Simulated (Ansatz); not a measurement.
## BaHfO3: how much do the potentials matter?

BaHfO3 in the perovskite structure, in a typed cell, not relaxed.

```
CELL_PARAMETERS angstrom
4.20000 0.00000 0.00000
0.00000 4.20000 0.00000
0.00000 0.00000 4.20000
ATOMIC_POSITIONS crystal
Ba 0.00000 0.00000 0.00000
Hf 0.50000 0.50000 0.50000
O 0.50000 0.50000 0.00000
O 0.50000 0.00000 0.50000
O 0.00000 0.50000 0.50000
```

DFT in Ansatz; PBE; k mesh 4×4×4; fixed occupations; no spin. Harmonic phonons by linear response, frequencies in cm⁻¹, imaginary ones marked i; at Γ the three translations are left out and no LO–TO term is added.

Caveats: coarse k mesh; the program warns that the mesh is coarse for the field response.

The reference is the run on all-electron PAW datasets (no frozen core) at 670 eV and 14.82 Å³ an atom: top Γ mode (cm⁻¹) 500; lowest Γ mode (cm⁻¹) 95; lowest mode at q = [0.5, 0.5, 0.5] (cm⁻¹) 15; top mode at q = [0.5, 0.5, 0.5] (cm⁻¹) 789; mean ε∞ 4.65; mean Born charge of Ba (e) 2.77.

Question: The same calculation was made on Ansatz generated PAW, Ansatz hand-made PAW, JTH PAW, PseudoDojo norm-conserving, Ansatz norm-conserving. How far do the results move?

Answer: 
| potentials | cutoff (eV) | top Γ mode (cm⁻¹) | lowest Γ mode (cm⁻¹) | lowest mode at q = [0.5, 0.5, 0.5] (cm⁻¹) | top mode at q = [0.5, 0.5, 0.5] (cm⁻¹) | mean ε∞ | mean Born charge of Ba (e) |
| --- | --- | --- | --- | --- | --- | --- | --- |
| Ansatz generated PAW | 420 | 501 | 96 | 18 | 789 | 4.64 | 2.77 |
| Ansatz hand-made PAW | 930 | 500 | 95 | 12 | 789 | 4.64 | 2.77 |
| JTH PAW | 1380 | 500 | 104 | 67 | 786 | 4.60 | 2.74 |
| PseudoDojo norm-conserving | 1143 | 491 | 95 | 42 | 783 | 4.57 | 2.76 |
| Ansatz norm-conserving | 1240 | 501 | 95 | 14 | 790 | 4.65 | 2.77 |

The largest move among the frequencies in the table is 52.2 cm⁻¹, in the lowest mode at q = [0.5, 0.5, 0.5] on JTH PAW.
